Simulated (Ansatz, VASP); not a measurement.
Te in VASP and in Ansatz

File INCAR:

```
SYSTEM = Te
ALGO = Normal ; EDIFF = 1E-7
ENCUT = 520 ; GGA = CA
ISIF = 2 ; ISMEAR = -1
LASPH = .True. ; LCHARG = .True.
LELF = .True. ; LREAL = .False.
LVHAR = .True. ; LWAVE = .False.
NBANDS = 16 ; NELM = 100
PREC = Accurate ; SIGMA = 0.05
```

The input KPOINTS:

```
k-points
0
Gamma
  7 7 5
  0 0 0
```

File POSCAR:

```
Te
1.0
    3.7946491296     -2.1337846985      0.0000000000
    3.7946491296      2.1337846985      0.0000000000
   -0.0936580236      0.0000000000      5.9359814536
Te
3
Direct
    0.0000000000      0.0000000000      0.0000000000
    0.3094466100      0.3094466100      0.3388094900
    0.6905533900      0.6905533900      0.6611905100
```

Contents of input.yaml:

```yaml
crystal:
  lattice:
    - [3.7946491296, -2.1337846985, 0.0]
    - [3.7946491296, 2.1337846985, 0.0]
    - [-0.0936580236, 0.0, 5.9359814536]
  atoms:
    - { symbol: Te, position: [0.0, 0.0, 0.0] }
    - { symbol: Te, position: [0.30944661, 0.30944661, 0.33880949] }
    - { symbol: Te, position: [0.69055339, 0.69055339, 0.66119051] }
hamiltonian:
  xc: lda
  pseudopotentials: { kind: paw }
kpoints:
  mp_grid: { grid: [7, 7, 5] }
scf:
  occupations: { method: fermi_dirac, width: 0.05 }
output:
  forces: true
  stress: true
  eigenvalues: true
```

This isn't the form of Te at room conditions, which is trigonal, of chains.

Alike in both runs: task single point; functional LDA; k mesh 7 × 7 × 5; occupations fermi-dirac, width 0.05 eV; no spin polarisation.

```csv
,VASP,Ansatz
version,VASP 6.6.1,Ansatz 0.2.0
potentials or method,"VASP PAW LDA potentials, release 64 (Te)",Ansatz PAW
plane-wave cutoff (eV),520,420
valence electrons in the cell,18,48
```

```csv
,VASP,Ansatz,Ansatz less VASP
pressure (GPa),-1.8,-1.9,-0.08
largest component of the traceless stress (GPa),0.22,0.22,+0.006
rms of the force components (eV/Å),0.065,0.057,-0.0077
```

Atom by atom the forces differ by 0.008 eV/Å (rms over components). The two sets of potentials don't hold the same shells in valence.

Caveats: the PAW data sets come from PBE, with cores solved anew for the run's functional, which leaves a small shift of forces and pressure (Ansatz). The runs have no spin-orbit coupling, so splittings on Te are missing.
